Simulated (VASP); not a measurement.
# FeO (Wuestite) (Fm-3m) in VASP: a series of runs, part 2 of 3

VASP 6.6.1. The steps go on from the part before.

### 4 Single point, LDA, collinear spin, ferromagnetic start

File INCAR:

```
PREC     = Accurate       # precision mode
ENCUT    = 450            # plane-wave cutoff, eV
EDIFF    = 1E-7           # SCF threshold, eV
ISMEAR   = 0              # smearing method
SIGMA    = 0.05           # smearing width, eV
LREAL    = False          # projectors in reciprocal space
LASPH    = True           # aspherical terms in the spheres
NELM     = 100            # most SCF steps
ALGO     = Normal         # electronic algorithm
ISIF     = 2              # what is computed and relaxed
LWAVE    = False          # write WAVECAR
LCHARG   = False          # write CHGCAR
ISPIN    = 2              # spin polarisation
MAGMOM   = 3 0            # initial moments
LORBIT   = 11             # projections on sites
LMAXMIX  = 4              # l up to which the mixer works
NBANDS   = 18             # bands
ADDGRID  = False
```

File KPOINTS:

```
Automatic mesh
0
Gamma
  6 6 6
```

File POSCAR:

```
FeO
1.0
    0.0000000000      2.1554000000      2.1554000000
    2.1554000000      0.0000000000      2.1554000000
    2.1554000000      2.1554000000      0.0000000000
Fe O
1 1
Direct
    0.0000000000      0.0000000000      0.0000000000
    0.5000000000      0.5000000000      0.5000000000
```

Potentials or basis: VASP PAW LDA potentials, release 64 (Fe, O).

Command:

```sh
$ cat potpaw_LDA.64/Fe/POTCAR potpaw_LDA.64/O/POTCAR > POTCAR
$ mpirun -np 1 vasp_std > vasp.out
```

OUTCAR:

```text
PREC = Accurate
   ENCUT = 450
   EDIFF = 1E-7
   ISMEAR = 0
   LREAL = False
   LASPH = True
   NELM = 100
   ISIF = 2
   ISPIN = 2
   LORBIT = 11

 Found     16 irreducible k-points:

 Following reciprocal coordinates:
            Coordinates               Weight
  0.000000  0.000000  0.000000      1.000000
  0.166667  0.000000  0.000000      8.000000
  0.333333  0.000000  0.000000      8.000000
  0.500000  0.000000  0.000000      4.000000
  0.166667  0.166667  0.000000      6.000000
  0.333333  0.166667  0.000000     24.000000
   k-points           NKPTS =     16   k-points in BZ     NKDIM =     16   number of bands    NBANDS=     18
   number of dos      NEDOS =    301   number of ions     NIONS =      2
   total plane-waves  NPLWV =  13824
   dimension x,y,z NGX =    24 NGY =   24 NGZ =   24
   dimension x,y,z NGXF=    48 NGYF=   48 NGZF=   48
   ions per type =               1   1
   NGX,Y,Z   is equivalent  to a cutoff of  13.09, 13.09, 13.09 a.u.
   NGXF,Y,Z  is equivalent  to a cutoff of  26.18, 26.18, 26.18 a.u.
 SYSTEM =  unknown system
   PREC   = accura    normal or accurate (medium, high low for compatibility)
   ISTART =      0    job   : 0-new  1-cont  2-samecut
   ICHARG =      2    charge: 1-file 2-atom 10-const
   ISPIN  =      2    spin polarized calculation?
   LNONCOLLINEAR =      F non collinear calculations
   LSORBIT =      F    spin-orbit coupling
   LASPH  =      T    aspherical Exc in radial PAW
   ENCUT  =  450.0 eV  33.07 Ry    5.75 a.u.   5.27  5.27  5.27*2*pi/ulx,y,z
   NELM   =    100;   NELMIN=  2; NELMDL= -5     # of ELM steps
   EDIFF  = 0.1E-06   stopping-criterion for ELM
   LREAL  =      F    real-space projection
   EDIFFG = 0.1E-05   stopping-criterion for IOM
   NSW    =      0    number of steps for IOM
   IBRION =     -1    ionic relax: 0-MD 1-quasi-New 2-CG
   NFREE  =      0    steps in history (QN), initial steepest desc. (CG)
   ISIF   =      2    stress and relaxation
   ISYM   =      2    0-nonsym 1-usesym 2-fastsym
   POTIM  = 0.5000    time-step for ionic-motion
   TEBEG  =    0.0;   TEEND  =   0.0 temperature during run
   PSTRESS=    0.0 pullay stress
   NELECT =      14.0000    total number of electrons
   NUPDOWN=      -1.0000    fix difference up-down
   EMIN   =  10.00;   EMAX   =-10.00  energy-range for DOS
[... 35 lines left out ...]

 E-fermi :   5.8336     XC(G=0): -12.6219

 val. band max:        5.8207704918   @ k =   0.1667   0.1667   0.0000
 cond. band min:       5.9017209509   @ k =  -0.3333   0.3333   0.1667
 fundamental gap:      0.0809504591
 Fermi energy:         5.8335561330

 spin component 1

 k-point     1 :       0.0000    0.0000    0.0000
  band No.  band energies     occupation
      1     -14.5347      1.00000
      2       2.0999      1.00000
      3       2.0999      1.00000
      4       2.0999      1.00000
      5       2.1898      1.00000
      6       2.1898      1.00000
[... 103 lines left out ...]
      5       2.2180      1.00000
      6       2.9067      1.00000
[... 10 lines left out ...]
     17      32.8099      0.00000
     18      33.7606      0.00000

 [... further k-points ...]

 spin component 2

 k-point     1 :       0.0000    0.0000    0.0000
  band No.  band energies     occupation
      1     -13.9630      1.00000
      2       2.7073      1.00000
      3       2.7073      1.00000
      4       2.7073      1.00000
      5       5.0709      1.00000
      6       5.0709      1.00000
[... 103 lines left out ...]
      5       4.9135      1.00000
      6       6.1188      0.00000
[... 10 lines left out ...]
     17      33.5376      0.00000
     18      34.6547      0.00000

 [... further k-points ...]

------------------------ aborting loop because EDIFF is reached ----------------------------------------

  FORCE on cell =-STRESS in cart. coord.  units (eV):
  Direction    XX          YY          ZZ          XY          YZ          ZX
  --------------------------------------------------------------------------------------
  -------------------------------------------------------------------------------------
  Total       -2.0437761     -2.0437761     -2.0437761      0.0000000      0.0000000     -0.0000000
  in kB     -163.5047090   -163.5047090   -163.5047090      0.0000000      0.0000000     -0.0000000
  external PRESSURE =    -163.5047090 kB  Pullay stress =       0.0000000 kB

 VOLUME and BASIS-vectors are now :
 -----------------------------------------------------------------------------
  energy-cutoff  :      450.00
  volume of cell :       20.03
      direct lattice vectors                 reciprocal lattice vectors
     0.000000000  2.155400000  2.155400000    -0.231975503  0.231975503  0.231975503
     2.155400000  0.000000000  2.155400000     0.231975503 -0.231975503  0.231975503
     2.155400000  2.155400000  0.000000000     0.231975503  0.231975503 -0.231975503

 POSITION                                       TOTAL-FORCE (eV/Angst)
 -----------------------------------------------------------------------------------
      0.00000      0.00000      0.00000         0.000000      0.000000      0.000000
      2.15540      2.15540      2.15540         0.000000      0.000000      0.000000
 -----------------------------------------------------------------------------------
    total drift:                                0.000000     -0.000000      0.000000

  FREE ENERGIE OF THE ION-ELECTRON SYSTEM (eV)
  ---------------------------------------------------
  free  energy   TOTEN  =       -16.3949176048 eV

  energy  without entropy=      -16.3927126731  energy(sigma->0) =      -16.39381514

 total charge

# of ion       s       p       d       tot
------------------------------------------
    1        0.293   0.365   6.106   6.763
    2        1.553   3.413   0.000   4.966
--------------------------------------------------
tot          1.846   3.778   6.106  11.729

 magnetization (x)

# of ion       s       p       d       tot
------------------------------------------
    1        0.025   0.021   3.532   3.578
    2        0.030   0.285   0.000   0.316
--------------------------------------------------
tot          0.055   0.306   3.532   3.894
```

OSZICAR:

```text
N       E                     dE             d eps       ncg     rms          rms(c)
DAV:   1     0.586077533457E+02    0.58608E+02   -0.62020E+03  1256   0.812E+02
DAV:   2    -0.149225792543E+02   -0.73530E+02   -0.62758E+02  1194   0.192E+02
DAV:   3    -0.187735918486E+02   -0.38510E+01   -0.36736E+01  1370   0.464E+01
DAV:   4    -0.188033092678E+02   -0.29717E-01   -0.29704E-01  1400   0.388E+00
DAV:   5    -0.188035331654E+02   -0.22390E-03   -0.22389E-03  1454   0.345E-01    0.164E+01
DAV:   6    -0.172990177816E+02    0.15045E+01   -0.15427E+01  1488   0.567E+01    0.195E+01
DAV:   7    -0.164604395032E+02    0.83858E+00   -0.44659E+00  1446   0.378E+01    0.946E+00
DAV:   8    -0.164265602925E+02    0.33879E-01   -0.19837E-01  1470   0.562E+00    0.529E+00
DAV:   9    -0.164014357349E+02    0.25125E-01   -0.14720E-01  1818   0.627E+00    0.172E+00
DAV:  10    -0.163939191438E+02    0.75166E-02   -0.37494E-02  1648   0.414E+00    0.301E-01
DAV:  11    -0.163949545511E+02   -0.10354E-02   -0.50322E-03  1430   0.635E-01    0.865E-02
DAV:  12    -0.163949220549E+02    0.32496E-04   -0.81765E-05  1486   0.860E-02    0.423E-02
DAV:  13    -0.163949254254E+02   -0.33705E-05   -0.27276E-05  1424   0.947E-02    0.457E-02
DAV:  14    -0.163949180324E+02    0.73930E-05   -0.14179E-05  1796   0.660E-02    0.908E-03
DAV:  15    -0.163949177713E+02    0.26107E-06   -0.95523E-07  1322   0.844E-03    0.377E-03
DAV:  16    -0.163949175977E+02    0.17359E-06   -0.73217E-07  1470   0.108E-02    0.235E-03
DAV:  17    -0.163949176048E+02   -0.71270E-08   -0.74474E-08   700   0.414E-03
   1 F= -.16394918E+02 E0= -.16393815E+02  d E =-.220493E-02  mag=     3.9996
```

Run time: 13 s. Hardware: 1 thread of Intel Xeon Platinum 8375C at 2.90GHz (Ice Lake), shared host; peak memory 0.13 GiB.

These settings aren't checked as converged: the numbers below hold their error.

What came out:

```
Free energy                                           : -16.3949 eV
Band gap on the k mesh                                : none (metal or under the smearing width)
Net moment                                            : 4.00 μB per cell
Site moments                                          : Fe +3.58; O +0.32 μB
Valence electrons inside the program's atomic spheres : Fe 6.76; O 4.97
```

Caveat: the k mesh is coarse (spacing up to 0.42 Å⁻¹), so the values aren't converged; the cutoff is under 1.25 times the usual one of these potentials, so pressure, stress and relaxed cells hold a basis-set (Pulay) error; a cell with one magnetic atom can't hold antiferromagnetic order, which such compounds often take; semilocal functionals often make such compounds metallic where correlation or magnetic order opens a gap, which also shifts bond lengths.

(Part 2 of 3 ends here.)
